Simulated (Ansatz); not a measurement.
The system is TiO2 (Anatase).

```
CELL_PARAMETERS angstrom
-1.89210 1.89210 4.75730
1.89210 -1.89210 4.75730
1.89210 1.89210 -4.75730
ATOMIC_POSITIONS crystal
Ti 0.75000 0.25000 0.50000
Ti 0.00000 0.00000 0.00000
O 0.79190 0.79190 0.00000
O 0.54190 0.04190 0.50000
O 0.95810 0.45810 0.50000
O 0.20810 0.20810 0.00000
```

- Program: Ansatz 0.2.0
- Task: relaxation of cell and atoms
- Functional: RPBE
- Potentials or basis: Ansatz PAW
- Cutoff: 420 eV (not typed: the program's choice for these potentials)
- k mesh: 10 × 10 × 10
- Occupations: fermi-dirac, width 0.05 eV
- Spin: no spin polarisation

At the start: volume 11.35 Å³/atom.

**Question.** How do energy, volume and symmetry change on relaxing?

**Answer.** It ends after 10 steps and the volume is 11.94 Å³/atom (+5.2 %); space group I4_1/amd (No. 141, to 0.05 Å).

The path:
| step | energy change (eV) | largest force (eV/Å) | volume (Å³) |
| --- | --- | --- | --- |
| 1 | 0.0000 | 0.1689 | 68.13 |
| 2 | -0.0767 | 0.0459 | 70.36 |
| 3 | -0.0827 | 0.0074 | 71.38 |
| 4 | -0.0826 | 0.0053 | 71.45 |
| 5 | -0.0827 | 0.0060 | 71.45 |
| 6 | -0.0993 | 0.0054 | 71.45 |
| 7 | -0.0990 | 0.0001 | 71.64 |
| 8 | -0.0997 | 0.0001 | 71.64 |
| 9 | -0.0996 | 0.0002 | 71.66 |
| 10 | -0.0997 | 0.0002 | 71.66 |

Final structure:
```
CELL_PARAMETERS angstrom
-1.91173 1.91173 4.90200
1.91173 -1.91173 4.90200
1.91173 1.91173 -4.90200
ATOMIC_POSITIONS crystal
Ti 0.75000 0.25000 0.50000
Ti 0.00000 0.00000 0.00000
O 0.79429 0.79429 0.00000
O 0.54429 0.04429 0.50000
O 0.95571 0.45571 0.50000
O 0.20571 0.20571 0.00000
```

Caveat: the plane-wave basis is chosen anew once the cell has moved, so the energies of steps on either side of that aren't comparable; the pressure holds a Pulay correction of +0.6 GPa for the finite cutoff; the PAW data sets come from PBE, with cores solved anew for the run's functional, which leaves a small shift of forces and pressure.
